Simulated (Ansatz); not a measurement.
# Mo (Mo (111), 5 layers): a relaxation

Wanted: a converged relaxation for Mo (Mo (111), 5 layers), and a check of what comes out. The structure is shown as the input types it.

Computed with Ansatz 0.2.0 (DFT, PBEsol, PAW with Ansatz's default frozen-core files, scalar-relativistic, unless a step's input says otherwise).

## Step 1: The starting structure

The structure is trigonal, space group P-3m1 (No. 164). The conventional cell has a = 4.426 Å, b = 4.426 Å, c = 19.613 Å, α = 90.00°, β = 90.00°, γ = 120.00°. Around Mo (site symmetry 3m) lie 4 Mo at 2.71 Å. Around Mo (site symmetry 3m) lie 7 Mo at 2.71 Å. Mo (site symmetry -3m) is surrounded by 6 Mo at 2.71 Å.

Structure file:

```cif
data_structure
_symmetry_space_group_name_H-M 'P-3m1'
_symmetry_Int_Tables_number 164
_cell_length_a 4.4256
_cell_length_b 4.4256
_cell_length_c 19.6135
_cell_angle_alpha 90.000
_cell_angle_beta 90.000
_cell_angle_gamma 120.000
_cell_volume 332.68
loop_
_atom_site_label
_atom_site_type_symbol
_atom_site_symmetry_multiplicity
_atom_site_Wyckoff_symbol
_atom_site_fract_x
_atom_site_fract_y
_atom_site_fract_z
_atom_site_occupancy
Mo1 Mo 2 d 0.33333 0.66667 0.40788 1
Mo2 Mo 2 d 0.66667 0.33333 0.45394 1
Mo3 Mo 1 b 0.00000 0.00000 0.50000 1
```

## Step 2: Input and run

input.yaml reads:

```yaml
crystal:
  lattice:
    - [4.4255791754, 0.0, 0.0]
    - [-2.2127895877, 3.8326639923, 0.0]
    - [0.0, 0.0, 19.6135]
  atoms:
    - { symbol: Mo, position: [0.833333333, 0.166666667, 0.4078830841] }
    - { symbol: Mo, position: [0.166666667, 0.833333333, 0.4539415419] }
    - { symbol: Mo, position: [0.5, 0.5, 0.5] }
    - { symbol: Mo, position: [0.833333333, 0.166666667, 0.5460584581] }
    - { symbol: Mo, position: [0.166666667, 0.833333333, 0.5921169159] }
kpoints:
  mp_grid: { grid: [9, 9, 1] }
scf:
  occupations: { method: fermi_dirac, width: 0.05 }
  max_iter: 100
hamiltonian:
  xc: pbesol
  pseudopotentials: { kind: paw }
output:
  forces: true
  stress: true
  eigenvalues: true
relax:
  f_tol: 0.01
  max_steps: 40
efield:
  axis: 3
  amplitude: 0
  dipole_correction: true
magnetization:
  spin_polarized: true
  initial_magnetization: 7
```

The run is started by

```sh
> ansatz run input.yaml --threads 2 --pin off --max-ram 4096MiB --backend cpu --events-out ev --progress --plain --runs-dir out
```

Q: Will this input give a usable result? If not, why, and what should change?

The run converged and reported no error, with warnings (filled band counts differ across k points, seeded moment not kept, stress scf threshold loose). Its log warns: «output.stress: scf.convergence.dr2_threshold = 1e-7 eV (the SCF's general default) is looser than the 5e-10 eV advised for a printed stress (1e-10 eV for each atom of the ...»

Look at the input: magnetization.spin_polarized is true; magnetization.initial_magnetization is 7. What could go wrong: unrealistic starting moment. The run ends with a total moment of 0.00 μB. It still converged here, which does not make the setting sound.

Run again and compare: delete magnetization.spin_polarized and magnetization.initial_magnetization (the default then holds).
